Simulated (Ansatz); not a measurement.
Runs of Ansatz 0.2.0 on C. Symmetry: Fd-3m, No. 227, cubic system. Conventional cell: a = 3.567 Å, b = 3.567 Å, c = 3.567 Å, α = 90.00°, β = 90.00°, γ = 90.00°. Around C (site symmetry -43m) lie 4 C at 1.54 Å. This isn't the form of C at room conditions, which is graphite.

```csv
task,level,cell,k mesh,cutoff (eV),smearing,basis error allowed,gap on the mesh (eV),pressure (GPa),relaxed volume (Å³/atom)
relaxation of cell and atoms,RPBE,relaxed,13 × 13 × 13,-,fermi-dirac 0.05 eV,0.001 eV/atom,(b),0.0,5.78
single point,PBE,as given,13 × 13 × 13,449,gaussian 0.03 eV,0.001 eV/atom,4.15,1.8,-
single point,PBE,as given,13 × 13 × 13,449,gaussian 0.015 eV,0.001 eV/atom,4.15,1.8,-
single point,PBE,as given,8 × 8 × 8,389,fermi-dirac 0.02 eV,0.003 eV/atom,4.14,1.8,-
relaxation of cell and atoms,PBE+D4,relaxed,13 × 13 × 13,-,fermi-dirac 0.05 eV,0.001 eV/atom,4.17,0.0,(a)
```

Alike in all rows: potentials or basis all-electron LAPW, scalar-relativistic; no spin polarisation.

Task: Estimate the missing entries.

Result: (a) 5.63; (b) 4.11.

Caveats: an odd mesh through Γ misses points on the zone boundary, where band edges often lie (some runs).
